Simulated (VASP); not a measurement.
The system is Sb.

```
Sb
1.0
     0.00000    2.38646    2.38646
     2.38646    0.00000    2.38646
     2.38646    2.38646    0.00000
Sb
1
Direct
  0.00000 0.00000 0.00000
```

The cell was built by a generator and needn't be a form met in nature.

* Program: VASP 6.6.1
* Task: relaxation of cell and atoms
* Functional: revPBE
* Potentials or basis: VASP PAW PBE potentials, release 64 (Sb)
* Cutoff: 600 eV
* k mesh: 11 × 11 × 11
* Occupations: fermi-dirac, width 0.1 eV
* Spin: no spin polarisation

At the start: pressure 1.3 GPa; volume 27.18 Å³/atom.

Question: Where does the relaxation end?

Answer: Over 3 steps the energy falls by 2.4 meV/atom and the volume is 27.79 Å³/atom (+2.2 %); space group Fm-3m (No. 225, to 0.05 Å).

The path:
| step | energy change (eV) | largest force (eV/Å) | pressure (GPa) | volume (Å³) |
| --- | --- | --- | --- | --- |
| 1 | 0.0000 | 0.0000 | 1.33 | 27.18 |
| 2 | -0.0019 | 0.0000 | -0.57 | 28.08 |
| 3 | -0.0024 | 0.0000 | 0.01 | 27.79 |

Final structure:
```
CELL_PARAMETERS angstrom
0.00000 2.40399 2.40399
2.40399 0.00000 2.40399
2.40399 2.40399 0.00000
ATOMIC_POSITIONS crystal
Sb 0.00000 0.00000 0.00000
```

Caveat: the PAW data sets were made with another functional, which shifts forces and pressure a little.
